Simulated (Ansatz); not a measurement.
# Se (P3_121) in Ansatz: reference runs

Aim: a first look at Se with PBE, on the cell as given and on a disturbed one.

Everything below comes from runs of Ansatz 0.2.0. Logs are shortened: lines on timing, memory, paths and dates and some standing lists are left out, and cuts for length are marked.

### Step 1. The crystal as given

It takes space group P3_121 (No. 152, trigonal). The conventional cell has a = 4.366 Å, b = 4.366 Å, c = 4.954 Å, α = 90.00°, β = 90.00°, γ = 120.00°. Se (site symmetry 2) is surrounded by 2 Se at 2.37 Å.

### Step 2. Single point, PBE

input.yaml

```yaml
crystal:
  lattice:
    - [4.3662, 0.0, 0.0]
    - [-2.1831, 3.781240118, 0.0]
    - [0.0, 0.0, 4.9536]
  atoms:
    - { symbol: Se, position: [0.7746, 0.7746, 0.0] }
    - { symbol: Se, position: [0.0, 0.2254, 0.6666666667] }
    - { symbol: Se, position: [0.2254, 0.0, 0.3333333333] }
hamiltonian:
  xc: pbe
  pseudopotentials: { kind: paw }
kpoints:
  mp_grid: { grid: [7, 7, 6] }
scf:
  occupations: { method: fermi_dirac, width: 0.05 }
output:
  forces: true
  stress: true
  eigenvalues: true
  write_density: true
  write_potential: true
  elf: true
  volumetric_format: npy
```

Potentials or basis: Ansatz PAW.

Command:

```console
ansatz run input.yaml --threads 2 --pin off --max-ram 5120MiB --backend cpu --events-out ev --progress --plain --runs-dir out
```

What it wrote:

```text
Warning: RAYON_NUM_THREADS=2 ignored (pool sized by the plan → 2); use --threads N
Engine: ansatz 0.2.0, x86_64-unknown-linux-gnu
Pseudopotentials: kind: paw
Pseudopotential: Se, paw, valence charge 16, recommended cutoff 420 eV (normal), Se.paw.azcp
Functional definition: PBE
  parameter kappa = 0.804
  parameter beta = 0.06672455060314922
  exchange = pbe_x(kappa = kappa, mu = beta*pi^2/3)
  correlation = pbe_c(beta = beta)
Crystal: 3 atoms, lattice volume = 81.782 Å³
Basis set: ecut = 420 eV, 1583 PW (Γ), exchange–correlation on 60×60×72 points (8 copies of the dense FFT grid, shifted against one another)
Bands: 29, of which v1, the nominal top of the filled ones, is band 24 counted from 1 (23 counted from 0)
Symmetry: 6 space group operations
Space group: P3121 (ITA 152), of the structure as read, at distance tolerance 4.3e-5 Å
k-points: 40 of 294 (time reversal used)
Non-local potential: Se, projectors of the file, l = 0: 2, l = 1: 2, l = 2: 3, l = 3: 1
PAW form: soft (Blöchl's): semilocal exchange-correlation on the pseudo side does not see the compensation charge
PAW one-centre angular grid: Se, 590 points (default); XC on 64 Gauss nodes
Initial density: superposition of atomic densities (neutral atoms: chi_scale 0, normalization atom), corrected by the library's trained network
Initial wavefunctions: pseudopotential atomic-orbital guess
Functional: x = pbe(κ = 0.804, μ = 0.2195149727645171), c = pbe(β = 0.06672455060314922)
SCF iter   1: F=—  HF=-16407.198641 eV  |F-HF|=—  |Δ(HF+E_count)|=         —  Δρ=1.32e-3  dr2=9.12e-4  ethr=1.77e-3  ⟨swp⟩=6.0  Hψ=4896  notcnv=0
preconditioner: auto → Resta (q_TF=auto, 2.496 Å⁻¹)  ε∞=3.8  [insulator: Δε(μ)=1.218 eV  Ē_g=10.448 eV  σ=0.050 eV  W_gap=1.00  n_scr=20 (ndim 8)  ℏωp=17.4 eV  f_vac=0.095  D(μ)=0.00/eV (n_scr^D=0)  ε∞_Penn≈3.8]
SCF iter   2: F=—  HF=-16407.199020 eV  |F-HF|=—  |Δ(HF+E_count)|=   3.78e-4  Δρ=7.98e-4  dr2=3.35e-4  ethr=1.90e-6  ⟨swp⟩=2.0  Hψ=2440  notcnv=0
SCF iter   3: F=—  HF=-16407.199372 eV  |F-HF|=—  |Δ(HF+E_count)|=   3.53e-4  Δρ=2.53e-4  dr2=4.17e-5  ethr=6.98e-7  ⟨swp⟩=3.0  Hψ=2113  notcnv=0
SCF iter   4: F=—  HF=-16407.199427 eV  |F-HF|=—  |Δ(HF+E_count)|=   5.48e-5  Δρ=7.17e-5  dr2=2.81e-6  ethr=8.69e-8  ⟨swp⟩=2.0  Hψ=1528  notcnv=0
SCF iter   5: F=—  HF=-16407.199429 eV  |F-HF|=—  |Δ(HF+E_count)|=   2.28e-6  Δρ=1.89e-5  dr2=3.78e-7  ethr=5.85e-9  ⟨swp⟩=2.0  Hψ=2113  notcnv=0
SCF iter   6: F=-16407.199429 eV  HF=-16407.199429 eV  |F-HF|=4.92e-8  |Δ(HF+E_count)|=   4.12e-8  Δρ=6.97e-6  dr2=4.78e-8  ethr=2.08e-10  ⟨swp⟩=9.4  Hψ=10009  notcnv=0
SCF 1 converged in 6 iterations: F = -16407.199429 eV  dr2 = 4.78e-8
SCF converged after 6 iterations
Free energy (F): -16407.199429 eV
Harris-Foulkes:  -16407.199429 eV  (|F-HF|=4.92e-8)
Internal energy: -16407.199429 eV  (E = F + TS)
E sigma→0 (E₀):  -16407.199429 eV
Entropy (-TS):   -0.000000 eV (-0.000 meV/atom)
Fermi energy:    7.488752 eV
--- Per-component energies (eV) ---
  E_band       = -1226.184769
  E_kinetic    = 352.236354
  E_local      = -7739.561815  (includes V_loc(G=0)·N_el)
  E_nonlocal   = -1783.307172
  E_hartree    = 3791.993041
  E_xc         = -311.139816
  E_vxc        = -292.409959  (∫ρ·V_xc dr)
  E_paw        = -5735.843554  (= ΣΔE_a)
  E_vpaw       = 652.865285  (= ΣTr[D̂ρ^β])
  E_aug_tail   = -0.001813  (compensation charges beyond the density's cutoff)
  E_ewald      = -4981.574654
  E_smearing   = -0.000000  (= −TS)
  E_closure    = 0.000000  (closes the sum)
  Σ components = -16407.199429   (vs F -16407.199429, Δ=0.00e0)
--- Forces (eV/Å), atoms counted from 1 ---
  atom   1  Se    -0.20062687    -0.34749593    -0.00000000
  atom   2  Se    -0.20062687     0.34749593    -0.00000000
  atom   3  Se     0.40125373    -0.00000000     0.00000000
  max |Σ_I F_I| component: 5.55e-17 eV/Å
--- Stress (GPa, compression-positive) ---
        2.191015       0.000000      -0.000000
        0.000000       2.191015       0.000000
       -0.000000       0.000000       3.956210
  P = ⅓ Tr σ = 2.7794 GPa (27.794 kbar)
--- Band table (eV; the first three rows and the last of 40) ---
  k-point 0: bands = ["-41.3767", "-41.3767", "-41.3392", "-41.3331", "-41.3331", "-41.2851", "-41.1572", "-41.1521", "-41.1521", "-41.1063", "-41.1063", "-41.1030", "-41.0766", "-41.0503", "-41.0503", "-8.9596", "-4.8421", "-4.8421", "3.0475", "3.0475", "3.1273", "4.8404", "4.8404", "6.4743", "8.7740", "8.7740", "9.0496", "13.0557", "13.3903"]
  k-point 1: bands = ["-41.3868", "-41.3649", "-41.3398", "-41.3366", "-41.3277", "-41.2883", "-41.1571", "-41.1537", "-41.1506", "-41.1073", "-41.1053", "-41.1031", "-41.0751", "-41.0544", "-41.0473", "-8.8278", "-5.9416", "-3.7774", "2.6618", "3.1987", "3.2960", "4.8583", "5.1024", "6.2704", "8.5507", "8.5680", "8.8011", "13.6939", "13.6975"]
  k-point 2: bands = ["-41.3935", "-41.3541", "-41.3420", "-41.3387", "-41.3196", "-41.2970", "-41.1567", "-41.1551", "-41.1494", "-41.1081", "-41.1045", "-41.1034", "-41.0709", "-41.0596", "-41.0456", "-8.4370", "-6.9546", "-2.9372", "2.2290", "3.3681", "3.4589", "5.0425", "5.5313", "5.7962", "8.1711", "8.2838", "8.3751", "13.3828", "13.9543"]
  k-point 39: bands = ["-41.3958", "-41.3462", "-41.3462", "-41.3394", "-41.3086", "-41.3086", "-41.1562", "-41.1561", "-41.1488", "-41.1087", "-41.1036", "-41.1036", "-41.0664", "-41.0663", "-41.0435", "-7.4288", "-7.3776", "-3.7158", "1.1435", "1.9754", "2.0688", "5.8552", "6.4117", "6.5894", "8.1145", "9.5112", "9.7130", "13.4206", "14.7415"]
```

Run time: 5.6 s. Hardware: 2 threads of Intel Xeon Platinum 8259CL at 2.50GHz (Skylake/Cascade Lake), shared host; peak memory 0.41 GiB.

Results:

* Free energy: -16407.1994 eV
* Pressure: 2.8 GPa
* Largest force: 0.401 eV/Å
* Band gap on the k mesh: 1.21 eV, indirect (least direct gap 1.48 eV)

Forces in eV/Å, atoms in the order of the input:
```
Se  -0.201 -0.347  0.000
Se  -0.201  0.347  0.000
Se   0.401  0.000  0.000
```

Caveat: odd divisions of the mesh miss points on the zone boundary, where band edges often lie, so the gap on the mesh can be too wide. A hybrid or GW would open this gap; PBE tends to underestimate it.

### Step 3. Single point, PBE (atoms moved at random, drawn with an rms of 0.05 Å)

input.yaml

```yaml
crystal:
  lattice:
    - [4.3662, 0.0, 0.0]
    - [-2.1831, 3.781240118, 0.0]
    - [0.0, 0.0, 4.9536]
  atoms:
    - { symbol: Se, position: [0.778944, 0.778036, 0.002632] }
    - { symbol: Se, position: [0.009181, 0.236059, 0.657835] }
    - { symbol: Se, position: [0.227814, 0.00178, 0.327381] }
hamiltonian:
  xc: pbe
  pseudopotentials: { kind: paw }
kpoints:
  mp_grid: { grid: [7, 7, 6] }
scf:
  occupations: { method: fermi_dirac, width: 0.05 }
output:
  forces: true
  stress: true
  eigenvalues: true
```

Potentials or basis: Ansatz PAW.

Command:

```console
ansatz run input.yaml --threads 2 --pin off --max-ram 5120MiB --backend cpu --events-out ev --progress --plain --runs-dir out
```

Run time: 13 s. Hardware: 2 threads of Intel Xeon Platinum 8259CL at 2.50GHz (Skylake/Cascade Lake), shared host; peak memory 0.56 GiB.

The run converged. Its results:

```yaml
Free_energy: -16407.1885 eV
Pressure: 2.6 GPa
Largest_force: 0.627 eV/Å
Band_gap_on_the_k_mesh: 0.92 eV, indirect (least direct gap 1.32 eV)
```

Forces on the atoms (eV/Å):
```
Se  -0.302 -0.208 -0.509
Se  -0.208  0.111  0.331
Se   0.510  0.097  0.178
```

Stress tensor (GPa, compression positive):
```
2.60 0.25 0.51
0.25 1.39 1.33
0.51 1.33 3.73
```

Levels at points of the mesh, in eV from the valence-band top:
```
            k point  band 22  band 23  band 24  band 25  band 26  band 27
 (0.00, 0.00, 0.00)    -2.16    -2.05    -0.49     1.63     1.87     2.13
(0.00, 0.00, -0.50)    -1.65    -1.61    -1.19     0.92     1.17     1.34
```

Caveat: odd divisions of the mesh miss points on the zone boundary, where band edges often lie, so the gap on the mesh can be too wide. A k mesh can miss the band edges.
